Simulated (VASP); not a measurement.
# Se (Pm-3m) in VASP: a series of runs

One crystal, Se, is run at these levels: PBE; tasks: single point.

All numbers are computed with VASP 6.6.1; they aren't measurements. Logs are shortened: lines on timing, memory, paths and dates and some standing lists are left out, and cuts for length are marked.

**1. The crystal as given**

It takes space group Pm-3m (No. 221, cubic). The conventional cell has a = 2.811 Å, b = 2.811 Å, c = 2.811 Å, α = 90.00°, β = 90.00°, γ = 90.00°. Se (site symmetry m-3m) is surrounded by 6 Se at 2.81 Å.

This isn't the form of Se at room conditions, which is trigonal, of chains.

**2. Single point, PBE**

The input, INCAR:

```
SYSTEM = Se
ALGO = Normal
EDIFF = 1E-6
ENCUT = 450
GGA = PE
ISIF = 2
ISMEAR = 0
LASPH = .TRUE.
LCHARG = .FALSE.
LREAL = .FALSE.
LWAVE = .FALSE.
NBANDS = 9
NELM = 60
PREC = Accurate
SIGMA = 0.02
```

The input, KPOINTS:

```
k-points
0
G
  5 5 5
  0 0 0
```

The input, POSCAR:

```
Se
1.0
    2.8105630200      0.0000000000      0.0000000000
    0.0000000000      2.8105630200      0.0000000000
    0.0000000000      0.0000000000      2.8105630200
Se
1
Direct
    0.0000000000      0.0000000000      0.0000000000
```

Potentials or basis: VASP PAW PBE potentials, release 64 (Se_GW).

On the command line:

```bash
$ cat potpaw_PBE.64/Se_GW/POTCAR > POTCAR
$ mpirun -np 1 vasp_std > vasp.out
```

OUTCAR:

```text
SYSTEM = Se
   EDIFF = 1E-6
   ENCUT = 450
   GGA = PE
   ISIF = 2
   ISMEAR = 0
   LASPH = .TRUE.
   LREAL = .FALSE.
   NELM = 60
   PREC = Accurate

 ion  position               nearest neighbor table
   1  0.000  0.000  0.000-

  LATTYP: Found a simple cubic cell.
 ALAT       =     2.8105630200

  Lattice vectors:

 A1 = (   2.8105630200,   0.0000000000,   0.0000000000)
 A2 = (   0.0000000000,   2.8105630200,   0.0000000000)
 A3 = (   0.0000000000,   0.0000000000,   2.8105630200)

Analysis of symmetry for initial positions (statically):
=====================================================================
 Subroutine PRICEL returns:
 Original cell was already a primitive cell.

 Routine SETGRP: Setting up the symmetry group for a
 simple cubic supercell.

 Subroutine GETGRP returns: Found 48 space group operations
 (whereof 48 operations were pure point group operations)
 out of a pool of 48 trial point group operations.

The static configuration has the point symmetry O_h .

Analysis of symmetry for dynamics (positions and initial velocities):
=====================================================================
 Subroutine PRICEL returns:
 Original cell was already a primitive cell.

 Routine SETGRP: Setting up the symmetry group for a
 simple cubic supercell.

 Subroutine GETGRP returns: Found 48 space group operations
 (whereof 48 operations were pure point group operations)
 out of a pool of 48 trial point group operations.

The dynamic configuration has the point symmetry O_h .

 Subroutine INISYM returns: Found 48 space group operations
 (whereof 48 operations are pure point group operations),
 and found     1 'primitive' translations

----------------------------------------------------------------------------------------

                                     Primitive cell

  volume of cell :      22.2014

  direct lattice vectors                    reciprocal lattice vectors
     2.810563020  0.000000000  0.000000000     0.355800597  0.000000000  0.000000000
     0.000000000  2.810563020  0.000000000     0.000000000  0.355800597  0.000000000
     0.000000000  0.000000000  2.810563020     0.000000000  0.000000000  0.355800597

  length of vectors
     2.810563020  2.810563020  2.810563020     0.355800597  0.355800597  0.355800597

[... 64 lines left out ...]
   LREAL  =      F    real-space projection
   EDIFFG = 0.1E-04   stopping-criterion for IOM
   NSW    =      0    number of steps for IOM
   IBRION =     -1    ionic relax: 0-MD 1-quasi-New 2-CG
   NFREE  =      0    steps in history (QN), initial steepest desc. (CG)
   ISIF   =      2    stress and relaxation
   ISYM   =      2    0-nonsym 1-usesym 2-fastsym
   POTIM  = 0.5000    time-step for ionic-motion
   TEBEG  =    0.0;   TEEND  =   0.0 temperature during run
   PSTRESS=    0.0 pullay stress
   NELECT =       6.0000    total number of electrons
   NUPDOWN=      -1.0000    fix difference up-down
   EMIN   =  10.00;   EMAX   =-10.00  energy-range for DOS
   EFERMI =   0.00;   METHOD = LEGACY
   ISMEAR =     0;   SIGMA  =   0.02  broadening in eV -4-tet -1-fermi 0-gaus
   EFERMI_NEDOS =   21; number of points for ismear=-14 and -15
   IALGO  =     38    algorithm
   IMIX   =      4    mixing-type and parameters
     AMIX     =   0.40;   BMIX     =  1.00
     AMIX_MAG =   1.60;   BMIX_MAG =  1.00
  volume/ion in A,a.u.               =      22.20       149.82
  Fermi-wavevector in a.u.,A,eV,Ry     =   1.058438  2.000157 15.242472  1.120290
  Thomas-Fermi vector in A             =   2.193747
   LORBIT       =      0    0 simple, 1 ext, 2 COOP (PROOUT), +10 PAW based schemes
   GGA     = PE    functional components
   LHFCALC =     F    Hartree Fock is set to
   AEXX    =    0.0000 exact exchange contribution
   IVDW    =     0    specifies the selected vdW correction
   LEPSILON=     F    determine dielectric tensor
   LRPA    =     F    only Hartree local field effects (RPA)
 non-spin polarized calculation
 Gauss-broadening in eV      SIGMA  =   0.02
  energy-cutoff  :      450.00
  volume of cell :       22.20
 maximum number of plane-waves:       487
 NGX is ok and might be reduce to    20
   NGX =  9   NGY =  9   NGZ =  9

 number of electron       5.9999999 magnetization

 Free energy of the ion-electron system (eV)
  ---------------------------------------------------
  ext. energy  EPLUGINS =         0.00000000
  ---------------------------------------------------
  free energy    TOTEN  =        -3.11779021 eV

  energy without entropy =       -3.11695764  energy(sigma->0) =       -3.11737392

 E-fermi :   4.3785     XC(G=0):  -9.9985

 val. band max:        4.3589065491   @ k =   0.4000   0.2000   0.2000
 cond. band min:       4.6471381973   @ k =   0.4000   0.2000   0.2000
 fundamental gap:      0.2882316482
 Fermi energy:         4.3784650396

 k-point     1 :       0.0000    0.0000    0.0000
  band No.  band energies     occupation
      1     -11.2985      2.00000
      2       6.3163      0.00000
      3       6.3163      0.00000
      4       6.3163      0.00000
      5      12.6450      0.00000
      6      12.6450      0.00000
      7      12.8452      0.00000
      8      27.2539      0.00000
      9      27.2539      0.00000
[... 97 lines left out ...]
 k-point    10 :       0.4000    0.4000    0.4000
  band No.  band energies     occupation
      1      -5.8324      2.00000
      2       1.6461      2.00000
      3       1.6461      2.00000
      4       1.8313      2.00000
      5      10.8342      0.00000
      6      11.6479      0.00000
      7      11.6479      0.00000
      8      17.4350      0.00000
      9      29.7794      0.00000

------------------------ aborting loop because EDIFF is reached ----------------------------------------

  FORCE on cell =-STRESS in cart. coord.  units (eV):
  Direction    XX          YY          ZZ          XY          YZ          ZX
  --------------------------------------------------------------------------------------
  -------------------------------------------------------------------------------------
  Total        0.0058292      0.0058292      0.0058292     -0.0000000     -0.0000000     -0.0000000
  in kB        0.4206646      0.4206646      0.4206646     -0.0000000     -0.0000000     -0.0000000
  external PRESSURE =       0.4206646 kB  Pullay stress =       0.0000000 kB

 VOLUME and BASIS-vectors are now :
 -----------------------------------------------------------------------------
  energy-cutoff  :      450.00
  volume of cell :       22.20
      direct lattice vectors                 reciprocal lattice vectors
     2.810563020  0.000000000  0.000000000     0.355800597  0.000000000  0.000000000
     0.000000000  2.810563020  0.000000000     0.000000000  0.355800597  0.000000000
     0.000000000  0.000000000  2.810563020     0.000000000  0.000000000  0.355800597

 POSITION                                       TOTAL-FORCE (eV/Angst)
 -----------------------------------------------------------------------------------
      0.00000      0.00000      0.00000         0.000000      0.000000      0.000000
 -----------------------------------------------------------------------------------
    total drift:                               -0.000000     -0.000000      0.000000

  FREE ENERGIE OF THE ION-ELECTRON SYSTEM (eV)
  ---------------------------------------------------
  free  energy   TOTEN  =        -3.1177902125 eV

  energy  without entropy=       -3.1169576350  energy(sigma->0) =       -3.11737392
```

It took 2.1 s on 1 thread of Intel Xeon Platinum 8488C (Sapphire Rapids), shared host; peak memory 0.11 GiB.

Results:

```yaml
Free_energy: -3.1178 eV
Pressure: 0.0 GPa
Band_gap_on_the_k_mesh: none (metal or under the smearing width)
```

Caveat: the k mesh is coarse (spacing up to 0.45 Å⁻¹), so the values aren't converged.

**3. Single point, PBE**

The input, INCAR:

```
ADDGRID = F
ALGO = Normal
EDIFF = 1E-8
ENCUT = 900
GGA = PE
ISIF = 2
ISMEAR = 0
LASPH = T
LCHARG = F
LREAL = F
LWAVE = F
NELM = 100
PREC = Accurate
SIGMA = 0.02
```

The input, KPOINTS:

```
k-points
0
Gamma
  8 8 8
```

POSCAR is that of step 2.

Potentials or basis: VASP PAW PBE potentials, release 64 (Se).

On the command line:

```bash
$ cat potpaw_PBE.64/Se/POTCAR > POTCAR
$ mpirun -np 1 vasp_std > vasp.out
```

OUTCAR:

```text
EDIFF = 1E-8
   ENCUT = 900
   GGA = PE
   ISIF = 2
   ISMEAR = 0
   LASPH = T
   LREAL = F
   NELM = 100
   PREC = Accurate

 ion  position               nearest neighbor table
   1  0.000  0.000  0.000-

  LATTYP: Found a simple cubic cell.
 ALAT       =     2.8105630200

  Lattice vectors:

 A1 = (   2.8105630200,   0.0000000000,   0.0000000000)
 A2 = (   0.0000000000,   2.8105630200,   0.0000000000)
 A3 = (   0.0000000000,   0.0000000000,   2.8105630200)

Analysis of symmetry for initial positions (statically):
=====================================================================
 Subroutine PRICEL returns:
 Original cell was already a primitive cell.

 Routine SETGRP: Setting up the symmetry group for a
 simple cubic supercell.

 Subroutine GETGRP returns: Found 48 space group operations
 (whereof 48 operations were pure point group operations)
 out of a pool of 48 trial point group operations.

The static configuration has the point symmetry O_h .

Analysis of symmetry for dynamics (positions and initial velocities):
=====================================================================
 Subroutine PRICEL returns:
 Original cell was already a primitive cell.

 Routine SETGRP: Setting up the symmetry group for a
 simple cubic supercell.

 Subroutine GETGRP returns: Found 48 space group operations
 (whereof 48 operations were pure point group operations)
 out of a pool of 48 trial point group operations.

The dynamic configuration has the point symmetry O_h .

 Subroutine INISYM returns: Found 48 space group operations
 (whereof 48 operations are pure point group operations),
 and found     1 'primitive' translations

----------------------------------------------------------------------------------------

                                     Primitive cell

  volume of cell :      22.2014

  direct lattice vectors                    reciprocal lattice vectors
     2.810563020  0.000000000  0.000000000     0.355800597  0.000000000  0.000000000
     0.000000000  2.810563020  0.000000000     0.000000000  0.355800597  0.000000000
     0.000000000  0.000000000  2.810563020     0.000000000  0.000000000  0.355800597

  length of vectors
     2.810563020  2.810563020  2.810563020     0.355800597  0.355800597  0.355800597

  position of ions in fractional coordinates (direct lattice)
     0.000000000  0.000000000  0.000000000

  ion indices of the primitive-cell ions
   primitive index   ion index
                 1           1

----------------------------------------------------------------------------------------

 KPOINTS: k-points

Automatic generation of k-mesh.
 Grid dimensions read from file:
 generate k-points for:    8    8    8

 Generating k-lattice:

  Cartesian coordinates                     Fractional coordinates (reciprocal lattice)
     0.044475075  0.000000000  0.000000000     0.125000000  0.000000000  0.000000000
     0.000000000  0.044475075  0.000000000     0.000000000  0.125000000  0.000000000
     0.000000000  0.000000000  0.044475075     0.000000000  0.000000000  0.125000000

  Length of vectors
     0.044475075  0.044475075  0.044475075

  Shift w.r.t. Gamma in fractional coordinates (k-lattice)
     0.000000000  0.000000000  0.000000000

 Subroutine IBZKPT returns following result:
 ===========================================

 Found     35 irreducible k-points:

 Following reciprocal coordinates:
            Coordinates               Weight
  0.000000  0.000000  0.000000      1.000000
  0.125000  0.000000  0.000000      6.000000
  0.250000  0.000000  0.000000      6.000000
  0.375000  0.000000  0.000000      6.000000
  0.500000  0.000000  0.000000      3.000000
  0.125000  0.125000  0.000000     12.000000
[... 16 lines left out ...]
  0.375000  0.375000  0.125000     24.000000
  0.500000  0.375000  0.125000     24.000000
 [... further k-points ...]
   k-points           NKPTS =     35   k-points in BZ     NKDIM =     35   number of bands    NBANDS=      7
   number of dos      NEDOS =    301   number of ions     NIONS =      1
   total plane-waves  NPLWV =  21952
   dimension x,y,z NGX =    28 NGY =   28 NGZ =   28
   dimension x,y,z NGXF=    56 NGYF=   56 NGZF=   56
   ions per type =               1
   NGX,Y,Z   is equivalent  to a cutoff of  16.56, 16.56, 16.56 a.u.
   NGXF,Y,Z  is equivalent  to a cutoff of  33.12, 33.12, 33.12 a.u.
 SYSTEM =  unknown system
   PREC   = accura    normal or accurate (medium, high low for compatibility)
   ISTART =      0    job   : 0-new  1-cont  2-samecut
   ICHARG =      2    charge: 1-file 2-atom 10-const
   ISPIN  =      1    spin polarized calculation?
   LNONCOLLINEAR =      F non collinear calculations
   LSORBIT =      F    spin-orbit coupling
   LASPH  =      T    aspherical Exc in radial PAW
   ENCUT  =  900.0 eV  66.15 Ry    8.13 a.u.   6.87  6.87  6.87*2*pi/ulx,y,z
   NELM   =    100;   NELMIN=  2; NELMDL= -5     # of ELM steps
   EDIFF  = 0.1E-07   stopping-criterion for ELM
   LREAL  =      F    real-space projection
   EDIFFG = 0.1E-06   stopping-criterion for IOM
   NSW    =      0    number of steps for IOM
   IBRION =     -1    ionic relax: 0-MD 1-quasi-New 2-CG
   NFREE  =      0    steps in history (QN), initial steepest desc. (CG)
   ISIF   =      2    stress and relaxation
   ISYM   =      2    0-nonsym 1-usesym 2-fastsym
   POTIM  = 0.5000    time-step for ionic-motion
   TEBEG  =    0.0;   TEEND  =   0.0 temperature during run
   PSTRESS=    0.0 pullay stress
   NELECT =       6.0000    total number of electrons
   NUPDOWN=      -1.0000    fix difference up-down
   EMIN   =  10.00;   EMAX   =-10.00  energy-range for DOS
   EFERMI =   0.00;   METHOD = LEGACY
   ISMEAR =     0;   SIGMA  =   0.02  broadening in eV -4-tet -1-fermi 0-gaus
   EFERMI_NEDOS =   21; number of points for ismear=-14 and -15
   IALGO  =     38    algorithm
   IMIX   =      4    mixing-type and parameters
     AMIX     =   0.40;   BMIX     =  1.00
     AMIX_MAG =   1.60;   BMIX_MAG =  1.00
  volume/ion in A,a.u.               =      22.20       149.82
  Fermi-wavevector in a.u.,A,eV,Ry     =   1.058438  2.000157 15.242472  1.120290
  Thomas-Fermi vector in A             =   2.193747
   LORBIT       =      0    0 simple, 1 ext, 2 COOP (PROOUT), +10 PAW based schemes
   GGA     = PE    functional components
   LHFCALC =     F    Hartree Fock is set to
   AEXX    =    0.0000 exact exchange contribution
   IVDW    =     0    specifies the selected vdW correction
   LEPSILON=     F    determine dielectric tensor
   LRPA    =     F    only Hartree local field effects (RPA)
 non-spin polarized calculation
 Gauss-broadening in eV      SIGMA  =   0.02
  energy-cutoff  :      900.00
  volume of cell :       22.20
 maximum number of plane-waves:      1406
 NGX is ok and might be reduce to    28
   NGX = 13   NGY = 13   NGZ = 13

 number of electron       6.0000000 magnetization

 Free energy of the ion-electron system (eV)
  ---------------------------------------------------
  ext. energy  EPLUGINS =         0.00000000
  ---------------------------------------------------
  free energy    TOTEN  =        -3.32775436 eV

  energy without entropy =       -3.32723701  energy(sigma->0) =       -3.32749569

 E-fermi :   5.0416     XC(G=0):  -9.9950

 val. band max:        4.8369097521   @ k =   0.5000   0.5000   0.2500
 cond. band min:       5.0446172293   @ k =   0.2500   0.1250   0.0000
 fundamental gap:      0.2077074772
 Fermi energy:         5.0416413224

 k-point     1 :       0.0000    0.0000    0.0000
  band No.  band energies     occupation
      1     -11.2779      2.00000
      2       6.3365      0.00000
      3       6.3365      0.00000
      4       6.3365      0.00000
      5      12.6506      0.00000
      6      12.6506      0.00000
      7      12.8767      0.00000

 k-point     2 :       0.1250    0.0000    0.0000
  band No.  band energies     occupation
      1     -11.0533      2.00000
      2       4.3114      2.00000
      3       6.5128      0.00000
      4       6.5128      0.00000
      5      12.8761      0.00000
      6      13.0717      0.00000
      7      15.2091      0.00000
[... 201 lines left out ...]
 k-point    23 :       0.3750    0.3750    0.1250
  band No.  band energies     occupation
      1      -7.7061      2.00000
      2       0.5478      2.00000
      3       0.6160      2.00000
      4       6.9958      0.00000
      5       9.9094      0.00000
      6      17.0003      0.00000
      7      17.7948      0.00000

 k-point    24 :       0.5000    0.3750    0.1250
  band No.  band energies     occupation
      1      -7.2568      2.00000
      2      -0.4032      2.00000
      3       0.9691      2.00000
      4       7.2919      0.00000
      5       8.9742      0.00000
      6      16.6871      0.00000
      7      17.9014      0.00000

 [... further k-points ...]
[... 5 lines left out ...]
  --------------------------------------------------------------------------------------
  -------------------------------------------------------------------------------------
  Total        0.2923822      0.2923822      0.2923822      0.0000000      0.0000000      0.0000000
  in kB       21.0999547     21.0999547     21.0999547      0.0000000      0.0000000      0.0000000
  external PRESSURE =      21.0999547 kB  Pullay stress =       0.0000000 kB

 VOLUME and BASIS-vectors are now :
 -----------------------------------------------------------------------------
  energy-cutoff  :      900.00
  volume of cell :       22.20
      direct lattice vectors                 reciprocal lattice vectors
     2.810563020  0.000000000  0.000000000     0.355800597  0.000000000  0.000000000
     0.000000000  2.810563020  0.000000000     0.000000000  0.355800597  0.000000000
     0.000000000  0.000000000  2.810563020     0.000000000  0.000000000  0.355800597

 POSITION                                       TOTAL-FORCE (eV/Angst)
 -----------------------------------------------------------------------------------
      0.00000      0.00000      0.00000         0.000000      0.000000      0.000000
 -----------------------------------------------------------------------------------
    total drift:                                0.000000     -0.000000      0.000000

  FREE ENERGIE OF THE ION-ELECTRON SYSTEM (eV)
  ---------------------------------------------------
  free  energy   TOTEN  =        -3.3277543604 eV

  energy  without entropy=       -3.3272370145  energy(sigma->0) =       -3.32749569
```

Wall time 4.8 s (1 thread of Intel Xeon 6975P-C (Granite Rapids), shared host); peak memory 0.15 GiB.

What came out:

```yaml
Free_energy: -3.3278 eV
Pressure: 2.1 GPa
Band_gap_on_the_k_mesh: none (metal or under the smearing width)
```

[end of part 1 of 2]
